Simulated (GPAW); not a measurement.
# Bi (Im-3m) in GPAW: settings compared, part 3 of 3

GPAW 26.7.0. The steps go on from the part before.

### 6 Optical spectrum, RPBE

run.py

```python
from ase.dft.bandgap import bandgap
from ase.io import read, write
from gpaw import GPAW, PW
from gpaw.response.df import DielectricFunction

atoms = read('Bi.xyz')

calc = GPAW(mode=PW(450),
            xc='RPBE',
            kpts={'size': (8, 8, 8), 'gamma': True},
            occupations={'name': 'fermi-dirac', 'width': 0.05},
            nbands=15,
            convergence={'density': 1e-06},
            maxiter=150,
            txt='gpaw.txt')
atoms.calc = calc
energy = atoms.get_potential_energy()
calc.write('gs.gpw')
write('result.traj', atoms)
print(f'Energy: {energy:.6f} eV')
print('Fermi level:', round(calc.get_fermi_level(), 4), 'eV')
print(f'Gap: {bandgap(calc)[0]:.4f} eV, direct: {bandgap(calc, direct=True)[0]:.4f} eV')

dense = calc.fixed_density(kpts={'size': (24, 24, 24), 'gamma': True},
                           nbands=24, convergence={'bands': 18, 'eigenstates': 1e-7},
                           update_fermi_level=True, txt='dense.txt')
dense.write('dense.gpw', mode='all')

df = DielectricFunction('dense.gpw', frequencies={'type': 'nonlinear', 'domega0': 0.05, 'omega2': 10},
                        eta=0.1, ecut=50, nbands=18, rate='eta', txt='df.txt')
for direction in ['x']:
    df.get_dielectric_function(xc='RPA', direction=direction, filename=f'df_{direction}.csv')
```

Bi.xyz

```xyz
1
Lattice="-1.9814305318 1.9814305318 1.9814305318 1.9814305318 -1.9814305318 1.9814305318 1.9814305318 1.9814305318 -1.9814305318" Properties=species:S:1:pos:R:3 pbc="T T T"
Bi     0.0000000000      0.0000000000      0.0000000000
```

Potentials or basis: the program's PAW data sets (release 1.2.1) made for this functional, pw.

The run is started by

```
$ OMP_NUM_THREADS=1 python run.py
```

gpaw.txt:

```text
__  _  _
 | _ |_)|_||  |
 |__||  | ||/\| - 26.7.0

Input parameters:
  mode=PW(ecut=450.00000000000006),
  convergence={'density': 1e-06},
  kpts=MonkhorstPack(size=(8, 8, 8), gamma=True),
  maxiter=150,
  nbands=15,
  occupations=Occupations(name='fermi-dirac', width=0.05),
  xc=XC(name='RPBE')

Diagonalizing LCAO Hamiltonian
Converting LCAO to pw mode

       Bi

Atoms  # Å, Bohr magnetons
|   | symbol |        x |        y |        z |    initial magnetic moments |
|---|--------|----------|----------|----------|-----------------------------|
| 0 |     Bi | 0.000000 | 0.000000 | 0.000000 | ( 0.0000,  0.0000,  0.0000) |

Unit cell  # Å
| periodic |         x |         y |         z |  lengths |     angles |
|----------|-----------|-----------|-----------|----------|------------|
|      yes | -1.981431 |  1.981431 |  1.981431 | 3.431938 | 109.471221 |
|      yes |  1.981431 | -1.981431 |  1.981431 | 3.431938 | 109.471221 |
|      yes |  1.981431 |  1.981431 | -1.981431 | 3.431938 | 109.471221 |

Number of symmetries: 48
Symmetry operations  # r_c * U_cc + t_c -> r_c
|    | kind |            matrix            |
|----|------|------------------------------|
|  0 |  σ   |  1, 1, 1,  0, 0,-1,  0,-1, 0 |
|  1 |  C4  |  1, 1, 1,  0, 0,-1, -1, 0, 0 |
|  2 |  C2  |  1, 1, 1,  0,-1, 0,  0, 0,-1 |
|  3 |  S6  |  1, 1, 1,  0,-1, 0, -1, 0, 0 |
|  4 |  S6  |  1, 1, 1, -1, 0, 0,  0, 0,-1 |
|  5 |  C4  |  1, 1, 1, -1, 0, 0,  0,-1, 0 |
|  6 |  E   |  1, 0, 0,  0, 1, 0,  0, 0, 1 |
|  7 |  σ   |  1, 0, 0,  0, 1, 0, -1,-1,-1 |
|  8 |  σ   |  1, 0, 0,  0, 0, 1,  0, 1, 0 |
|  9 |  C3  |  1, 0, 0,  0, 0, 1, -1,-1,-1 |
| 10 |  C3  |  1, 0, 0, -1,-1,-1,  0, 1, 0 |
[... 136 lines left out ...]
xc functional:
  name: RPBE with 2 nearest neighbor stencil

convergence criteria:
- Maximum integral of absolute [dens]ity change: 1e-06 electrons / valence electron
- Maximum [total energy] change in last 3 cyles: 0.0005 eV / valence electron
- Maximum integral of absolute [eigenst]ate change: 4e-08 eV^2 / valence electron
maximum number of iterations: 150

SCF iterations
|iter     | |      energy | eigst |  dens |
|---------|-|-------------|-------|-------|
|iter:   1| |   -4.086592 | -0.50 |       |
|iter:   2| |   -4.088904 | -2.94 | -1.78 |
|iter:   3| |   -4.096471 | -3.22 | -1.81 |
|iter:   4| |   -4.099056 | -3.74 | -2.18 |
|iter:   5| |   -4.099484c| -4.33 | -2.63 |
|iter:   6| |   -4.099483c| -6.89 | -3.47 |
|iter:   7| |   -4.099483c| -7.34 | -3.98 |
|iter:   8| |   -4.099484c| -7.69c| -4.97 |
|iter:   9| |   -4.099484c| -7.73c| -5.48 |
|iter:  10| |   -4.099484c| -8.52c| -5.92 |
|iter:  11| |   -4.099484c| -9.32c| -6.38c|

Converged in 11 steps
Energy contributions relative to reference atoms: (reference = -584864.239744)

Energy contributions:
  Kinetic:          16.742899
  Coulomb:         -15.229275
  Zero:             -1.526902
  External:          0.000000
  Xc:               -4.083022
  Entropy:          -0.006366
  Spinorbit:         0.000000
  ----------------------------
  Free energy:      -4.102666
  Extrapolated:     -4.099484

dipole moment: (-7.695213, -7.695213, -7.695213)  # |e|*Ang

Fermi level: 7.787
Eigenvalues  # (at kpt = [0.000, 0.000, 0.000])
| band index |      eig [eV] | occ [0-2] |
|------------|---------------|-----------|
|          0 |       -15.559 |     2.000 |
|          1 |       -15.559 |     2.000 |
|          2 |       -15.559 |     2.000 |
|          3 |       -15.433 |     2.000 |
|          4 |       -15.433 |     2.000 |
|          5 |        -5.660 |     2.000 |
|          6 |        12.885 |     0.000 |
|          7 |        12.885 |     0.000 |
|          8 |        12.885 |     0.000 |
|          9 |        17.005 |     0.000 |
|         10 |        18.307 |     0.000 |
|         11 |        18.307 |     0.000 |
|         12 |        18.307 |     0.000 |
|         13 |        19.376 |     0.000 |
|         14 |        19.376 |     0.000 |

No gap
No difference between direct/indirect transitions
# Writing to gs.gpw (mode='')
```

df.txt:

```text
NonLinearFrequencyDescriptor(from 0.000 to 49.244 eV, 325 points)
NonLinearFrequencyDescriptor(from 0.000 to 49.244 eV, 325 points)

Calculating chi0 body with:
    Ground state adapter containing:
    Number of spins: 1
    Number of kpoints: 13824
    Number of irreducible kpoints: 413
    Number of completely occupied states: 6
    Number of partially occupied states: 9

    Linear response parametrization:
    q_c: [0.0, 0.0, 0.0]
    Number of frequency points: 325
[... 42 lines left out ...]
    Number of spins: 1
    Number of kpoints: 13824
    Number of irreducible kpoints: 413
    Number of completely occupied states: 6
    Number of partially occupied states: 9

Symmetries of q_c:
    Direct symmetries (Uq -> q): 48
    Indirect symmetries (TUq -> q): 0
In total 48 allowed symmetries.

Integral kind: intraband
Plasma frequency:
[[10.49+0.j  0.  +0.j  0.  +0.j]
 [ 0.  +0.j 10.49+0.j  0.  -0.j]
 [ 0.  +0.j  0.  -0.j 10.49+0.j]]

Finished calculating chi0
```

Run time: 2.5 min. Hardware: 1 thread of Intel Xeon Platinum 8259CL at 2.50GHz (Skylake/Cascade Lake), shared host; peak memory 0.41 GiB.

Results:

```yaml
Free_energy: -4.1027 eV
Band_gap_on_the_k_mesh: none (metal or under the smearing width)
```

Dielectric function (mean over the directions given):
| energy (eV) | real part | imaginary part |
| --- | --- | --- |
| 0.88 | -120.50 | 55.25 |
| 1.26 | -56.54 | 25.36 |
| 1.77 | -30.36 | 21.27 |
| 2.30 | -19.13 | 14.53 |
| 2.66 | -14.80 | 15.96 |
| 3.17 | -15.31 | 11.58 |
| 3.69 | -11.52 | 5.61 |
| 4.16 | -8.74 | 3.47 |
| 4.51 | -6.55 | 3.30 |
| 5.01 | -5.41 | 4.81 |
| 5.53 | -5.67 | 3.47 |
| 5.91 | -5.08 | 2.72 |
| 6.39 | -4.50 | 1.95 |
| 6.87 | -3.59 | 1.48 |
| 7.38 | -2.99 | 1.06 |
| 7.81 | -2.49 | 0.97 |
| 8.25 | -2.16 | 0.63 |
| 8.80 | -1.51 | 0.53 |
| 9.18 | -1.28 | 0.60 |
| 9.66 | -0.94 | 0.44 |
| 10.16 | -0.69 | 0.55 |
| 10.67 | -0.49 | 0.68 |
| 11.09 | -0.43 | 0.66 |
| 11.52 | -0.32 | 0.67 |
| 12.08 | -0.33 | 0.69 |
| 12.42 | -0.26 | 0.62 |
| 12.88 | -0.17 | 0.62 |
| 13.48 | -0.21 | 0.68 |
| 13.97 | -0.17 | 0.63 |
| 14.35 | -0.20 | 0.55 |
| 14.86 | -0.14 | 0.47 |
| 15.39 | -0.08 | 0.39 |
| 15.80 | -0.04 | 0.31 |
| 16.36 | 0.02 | 0.26 |
| 16.93 | 0.10 | 0.21 |
| 17.51 | 0.19 | 0.19 |
| 17.96 | 0.23 | 0.16 |
| 18.58 | 0.30 | 0.11 |
| 19.22 | 0.39 | 0.09 |
| 19.87 | 0.46 | 0.09 |

Caveat: the intraband term hangs on this k mesh; the long-wavelength limit can be off by a per cent or two; independent-particle spectra lack excitons; spin-orbit coupling is left out, which moves the levels of the heavy elements.

### 7 Summary

| level | potentials or basis | gap on the mesh (eV) |
| --- | --- | --- |
| LDA | the program's PAW data sets (release 1.2.1) made for this functional, pw | none |
| AM05 | PAW data sets generated in the run's folder for this functional, pw | none |
| PBEsol | PAW data sets generated in the run's folder for this functional, pw | none |
| PBE | GPAW PAW data sets (gpaw-data 1.2.1), pw | none |
| RPBE | the program's PAW data sets (release 1.2.1) made for this functional, pw | none |

Alike in all rows: task optical spectrum; no spin polarisation; cell as given; k mesh 8 × 8 × 8; cutoff (eV) 450; smearing fermi-dirac 0.05 eV.

Caveats: the intraband term hangs on this k mesh; the long-wavelength limit can be off by a per cent or two; independent-particle spectra lack excitons; spin-orbit coupling is left out, which moves the levels of the heavy elements.

Absolute energies hang on the potentials; compare differences alone.
